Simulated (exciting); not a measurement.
Here is an exciting (release sodium) calculation.

File input.xml:

```xml
<input>
  <title>CaSe</title>
  <structure speciespath="./" tshift="false">
    <crystal scale="1">
      <basevect>0.000000000000 5.586030424394 5.586030424394</basevect>
      <basevect>5.586030424394 0.000000000000 5.586030424394</basevect>
      <basevect>5.586030424394 5.586030424394 0.000000000000</basevect>
    </crystal>
    <species speciesfile="Se.xml" rmt="2">
      <atom coord="0.500000000000 0.500000000000 0.500000000000"/>
    </species>
    <species speciesfile="Ca.xml" rmt="2.2">
      <atom coord="0.000000000000 0.000000000000 0.000000000000"/>
    </species>
  </structure>
  <groundstate do="fromscratch" ngridk="8 8 8" rgkmax="9" gmaxvr="14" lmaxapw="10" lmaxmat="10" lmaxvr="8" xctype="GGA_PBE_SOL" stype="Gaussian" swidth="0.00073499" nempty="10" ValenceRelativity="iora*" epsengy="1e-05" epspot="1e-05" maxscl="60" tforce="true" outputlevel="normal"/>
</input>
```

Potentials or basis: all-electron LAPW+lo, shipped species files, valence relativity iora*.

Run with:

```console
$ OMP_NUM_THREADS=1 exciting_smp
```

**Question.** Estimate the band gap on the k mesh.

**Answer.** 1.94 eV, indirect (least direct gap 2.89 eV).

**Experimental background.**

From a printed reference work, monograph, original work of 1988, for a bulk crystal of CaSe at 2 K: band gap 3.85 eV (indirect).

Measured gap of CaSe: 3.85 eV (indirect; 2 K; a printed reference work, monograph, original work of 1988). This calculation gives 1.94 eV (-1.91 eV). Spin-orbit coupling on Se is left out. The value is that of PBEsol on a finite k mesh, which can miss the band edges, without temperature or zero-point motion. Semilocal functionals fall short of measured gaps as a rule.
